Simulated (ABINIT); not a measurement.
Runs of ABINIT 10.8.3 (patched build) on BaS. The structure is cubic, space group Fm-3m (No. 225). The conventional cell has a = 6.388 Å, b = 6.388 Å, c = 6.388 Å, α = 90.00°, β = 90.00°, γ = 90.00°. Ba (site symmetry m-3m) has 6 S at 3.19 Å as nearest neighbours. S (site symmetry m-3m) has 6 Ba at 3.19 Å as nearest neighbours. 

| task | level | potentials or basis | k mesh | cutoff (eV) | smearing | fine-grid cutoff | most SCF steps | gap on the mesh (eV) | pressure (GPa) |
| --- | --- | --- | --- | --- | --- | --- | --- | --- | --- |
| band structure | r2SCAN | Ansatz PAW PBE default generated set, frozen core | 7 × 7 × 7 | 490 | fermi-dirac 0.05 eV | 979.61 eV | - | 2.61 | (c) |
| band structure | r2SCAN | SG15 NC PBE v1.2 | 7 × 7 × 7 | 980 | fermi-dirac 0.05 eV | - | - | 2.62 | 0.7 |
| single point | PBE0 | SPMS NC PBE v1.0 | 6 × 6 × 6 | 490 | fixed | - | 60 | (a) | (b) |
| band structure | r2SCAN | PseudoDojo NC SR PBE v0.4.1 standard | 7 × 7 × 7 | 844 | fermi-dirac 0.05 eV | - | - | 2.55 | 0.7 |
| band structure | r2SCAN | JTH PAW PBE v2.0 | 7 × 7 × 7 | 653 | fermi-dirac 0.05 eV | 1251.72 eV | - | 2.53 | 1.3 |

Alike in all rows: no spin polarisation; cell as given.

**Question.** Fill in the values left out.

**Answer.** (a) 3.81; (b) 0.2; (c) 0.8.

Caveats: spin-orbit coupling is left out, which moves the levels of the heavy elements; the potentials were made for another functional, which shifts forces and pressure (some runs); the PAW data sets were made with another functional, which shifts forces and pressure a little (some runs); this set's barium file shifts pressures by 1 GPa against other sets (some runs); a meta-GGA on potentials with a model core is unreliable (some runs).

A k mesh can miss the band edges, and the runs leave out spin-orbit coupling on Ba.
